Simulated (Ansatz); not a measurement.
## Cohesive energy of silicon across functionals

Ansatz, plane waves with scalar-relativistic PAW, 420 eV (500 eV for the SCAN forms).

The free atom is spin-polarised, without symmetry, in a box of 14 × 14.4 × 14.8 Å, in the lowest state that the tried spin starts reached (hybrids start from one state alone); no zero-point energy, no spin-orbit coupling, no dispersion.

| functional | cohesive energy (eV/atom) | atom's moment (μB) | bound form |
| --- | --- | --- | --- |
| LDA | 5.29 | 2.0 | diamond |
| PBEsol | 4.94 | 2.0 | diamond |
| RPBE | 4.23 | 2.0 | diamond |

Task: What does PBE give?

Result: 4.56 eV per atom, with 2.0 μB on the free atom.
